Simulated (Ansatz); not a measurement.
Runs of Ansatz 0.2.0 on Mo. The structure is cubic, space group Im-3m (No. 229). The conventional cell has a = 3.168 Å, b = 3.168 Å, c = 3.168 Å, α = 90.00°, β = 90.00°, γ = 90.00°. Mo (site symmetry m-3m) has 8 Mo at 2.74 Å as nearest neighbours. 

```tsv
level	pressure (GPa)	relaxed volume (Å³/atom)
RPBE	0.0	(b)
PBEsol	0.0	(a)
LDA	0.0	15.06
PBE	0.0	15.78
BLYP	0.0	16.40
revPBE	0.0	15.93
```

Alike in all rows: task relaxation of cell and atoms; potentials or basis all-electron LAPW, scalar-relativistic; no spin polarisation; cell relaxed; k mesh 12 × 12 × 12; smearing fermi-dirac 0.05 eV; basis error allowed 0.001 eV/atom.

**Question.** Fill in the values left out.

**Answer.** (a) 15.32; (b) 15.99.
